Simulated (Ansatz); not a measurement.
Geometry optimisation, DFT PBE-D3(BJ), scalar-relativistic, plane waves, PAW (Ansatz).

The input (input.yaml):

```yaml
accuracy: low
crystal:
  lattice:
    - [7.398, 0.0, 0.0]
    - [-3.699, 6.406856, 0.0]
    - [0.0, 0.0, 12.0]
  atoms:
    - { symbol: C, position: [0.0, 0.0, 0.0833333] }
    - { symbol: C, position: [0.2222222, 0.1111111, 0.0833333] }
    - { symbol: C, position: [0.0, 0.3333333, 0.0833333] }
    - { symbol: C, position: [0.2222222, 0.4444444, 0.0833333] }
    - { symbol: C, position: [0.0, 0.6666667, 0.0833333] }
    - { symbol: C, position: [0.2222222, 0.7777778, 0.0833333] }
    - { symbol: C, position: [0.3333333, 0.0, 0.0833333] }
    - { symbol: C, position: [0.5555556, 0.1111111, 0.0833333] }
    - { symbol: C, position: [0.3333333, 0.3333333, 0.0833333] }
    - { symbol: C, position: [0.5555556, 0.4444444, 0.0833333] }
    - { symbol: C, position: [0.3333333, 0.6666667, 0.0833333] }
    - { symbol: C, position: [0.5555556, 0.7777778, 0.0833333] }
    - { symbol: C, position: [0.6666667, 0.0, 0.0833333] }
    - { symbol: C, position: [0.8888889, 0.1111111, 0.0833333] }
    - { symbol: C, position: [0.6666667, 0.3333333, 0.0833333] }
    - { symbol: C, position: [0.8888889, 0.4444444, 0.0833333] }
    - { symbol: C, position: [0.6666667, 0.6666667, 0.0833333] }
    - { symbol: C, position: [0.8888889, 0.7777778, 0.0833333] }
    - { symbol: H, position: [0.6467811, 0.3073126, 0.21] }
    - { symbol: H, position: [0.7565881, 0.3166846, 0.21] }
basis:
  ecutwfc: 420.0
kpoints:
  mp_grid: { grid: [2, 2, 1] }
hamiltonian:
  xc: pbe
  dispersion: d3bj
scf:
  occupations: { method: fermi_dirac, width: 0.02 }
  lower_state_search: "off"
relax:
  f_tol: 0.08
  max_steps: 25
  adjacent_minimum: "off"
```

Run as:

```bash
$ ansatz run input.yaml --threads 1 --pin off --max-ram 3072MiB --backend cpu --events-out ev --progress --plain --runs-dir out
```

Where does it end, and by what steps?

It converged. The threshold is loose, so the end isn't yet a minimum. The force dipped under the threshold on the way, but the program's further checks kept it going. Limits of this set-up: coarse k mesh, slab without dipole correction, low accuracy level. After 12 steps the energy has fallen by 2.673 eV; H20 moved furthest, 1.55 Å.

```csv
step,energy less start (eV),largest force component (eV/Å),accepted
0,0.0000,3.241,yes
1,-1.2272,2.390,yes
2,-1.9626,1.053,yes
3,-2.2995,0.572,yes
4,-2.4860,0.337,yes
5,-2.5894,0.257,yes
6,-2.6429,0.200,yes
7,-2.6652,0.095,yes
8,-2.6476,0.486,no
9,-2.6666,0.051,yes
10,-2.6706,0.064,yes
11,-2.6723,0.048,yes
12,-2.6730,0.017,yes
```

```xyz
20
Lattice="7.3980 0.0000 0.0000 -3.6990 6.4069 0.0000 0.0000 0.0000 12.0000" Properties=species:S:1:pos:R:3
C -0.061 0.015 0.844
C 1.187 0.736 0.844
C -1.285 2.163 0.842
C -0.061 2.870 0.844
C -2.513 4.285 0.842
C -1.285 4.993 0.843
C 2.414 0.027 0.843
C 3.638 0.734 0.841
C 1.187 2.149 0.844
C 2.414 2.858 0.842
C -0.061 4.287 0.844
C 1.187 5.007 0.844
C 4.886 0.014 0.843
C 6.113 0.722 0.844
C 3.638 2.151 0.839
C 4.886 2.872 0.839
C 2.414 4.299 0.844
C 3.638 5.005 0.843
H 4.148 1.787 3.881
H 4.885 1.873 3.991
```

The run took 71 s on 1 CPU thread of a shared host.
